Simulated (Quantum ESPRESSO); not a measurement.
Runs of Quantum ESPRESSO 7.5 on BN. Symmetry: P6_3/mmc, No. 194, hexagonal system. The conventional cell has a = 2.498 Å, b = 2.498 Å, c = 6.636 Å, α = 90.00°, β = 90.00°, γ = 120.00°. Around B (site symmetry -6m2) lie 3 N at 1.44 Å. N (site symmetry -6m2) has 3 B at 1.44 Å as nearest neighbours. 

```tsv
level	potentials or basis	form of the LDA correlation	gap on the mesh (eV)	pressure (GPa)
LDA	PseudoDojo 0.4.1 SR LDA standard	PW92	4.09	0.0
PBE	PseudoDojo 0.4.1 SR PBE standard	-	4.47	0.3
PBE+D3(BJ)	PseudoDojo 0.4.1 SR PBE standard	-	(a)	0.0
PBEsol	PseudoDojo 0.4.1 SR PBEsol standard	-	4.27	0.0
```

Alike in all rows: task phonons; no spin polarisation; cell relaxed; k mesh 12 × 12 × 4; cutoff (eV) 1143; smearing fermi-dirac 0.05 eV.

**Question.** Estimate the missing entries.

**Answer.** (a) 4.30.

Caveats: on a mesh that holds Γ this program's dielectric tensor can be off by some percent beyond the error of the mesh; the layers were relaxed without a dispersion term, so their spacing and the soft interlayer modes are unreliable (some runs); this functional lacks dispersion, which binds the layers, so the pressure and a relaxed spacing across them are unreliable (some runs); before the sum rule the acoustic modes lie tens of cm⁻¹ from zero, a sign that the density grid also shifts the optical modes (some runs).

A k mesh can miss the band edges.
